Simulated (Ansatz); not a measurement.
Input of an Ansatz 0.2.0 run:

input.yaml

```yaml
crystal:
  lattice:
    - [0.0, 2.6045, 2.6045]
    - [2.6045, 0.0, 2.6045]
    - [2.6045, 2.6045, 0.0]
  atoms:
    - { symbol: Mn, position: [0.0, 0.0, 0.0], spin: 4.0 }
    - { symbol: S, position: [0.5, 0.5, 0.5] }
hamiltonian:
  xc: pbesol
  pseudopotentials: { kind: paw }
magnetization:
  spin_polarized: true
kpoints:
  mp_grid: { grid: [9, 9, 9] }
scf:
  occupations: { method: fermi_dirac, width: 0.05 }
output:
  forces: true
  stress: true
  eigenvalues: true
relax:
  f_tol: 0.01
  max_steps: 40
  cell: { stress_tol: 0.05 }
```

Potentials or basis: Ansatz PAW.

Launch:

```bash
$ ansatz run input.yaml --threads 2 --pin off --max-ram 5632MiB --backend cpu --events-out ev --progress --plain --runs-dir out
```

Task: Predict the relaxed cell.

Result: a = 3.476 Å, b = 3.476 Å, c = 3.476 Å, α = 60.00°, β = 60.00°, γ = 60.00°.

Task: Estimate the site moments.

Result: Mn +3.58; S +0.09 μB.

Task: What does it give for the band gap on the k mesh?

Result: None (metal or under the smearing width).

Task: Predict the net moment.

Result: 3.98 μB per cell.

Final structure:
```
CELL_PARAMETERS angstrom
0.00000 2.45774 2.45774
2.45774 0.00000 2.45774
2.45774 2.45774 0.00000
ATOMIC_POSITIONS crystal
Mn 0.00000 0.00000 0.00000
S 0.50000 0.50000 0.50000
```

Caveat: a cell with one magnetic atom can't hold antiferromagnetic order, which such compounds often take; semilocal functionals often make such compounds metallic where correlation or magnetic order opens a gap, which also shifts bond lengths. With open d or f shells a metallic result of PBEsol can be an artefact of self-interaction; +U or a hybrid may open a gap.
